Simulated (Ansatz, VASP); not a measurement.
## One calculation of TlCl, two programs

```
CELL_PARAMETERS angstrom
3.91768 0.00000 0.00000
0.00000 3.91768 0.00000
0.00000 0.00000 3.91768
ATOMIC_POSITIONS crystal
Tl 0.00000 0.00000 0.00000
Cl 0.50000 0.50000 0.50000
```

Alike in both runs: task single point; functional PBE; dispersion D3(BJ); k mesh 8 × 8 × 8; occupations gaussian, width 0.05 eV; no spin polarisation.

|  | VASP | Ansatz |
| --- | --- | --- |
| version | VASP 6.6.1 | Ansatz 0.2.0 |
| potentials or method | VASP PAW PBE potentials, release 64 (Tl_d, Cl) | scalar-relativistic, plane waves, PAW |
| plane-wave cutoff (eV) | 520 | 420 |
| valence electrons in the cell | 20 | 20 |

```tsv
	VASP	Ansatz	Ansatz less VASP
gap on the k mesh at the Fermi level (eV)	2.23	2.23	-0.007
least direct gap on the mesh (eV)	2.23	2.23	-0.007
pressure (GPa)	-0.1	0.0	+0.07
```

Ansatz warned: «dispersion_switch_in_reach».

Caveats: spin-orbit coupling is left out, which as a rule narrows the gap of such compounds by several tenths of an eV. A hybrid or GW would open this gap; PBE tends to underestimate it. A k mesh can miss the band edges.
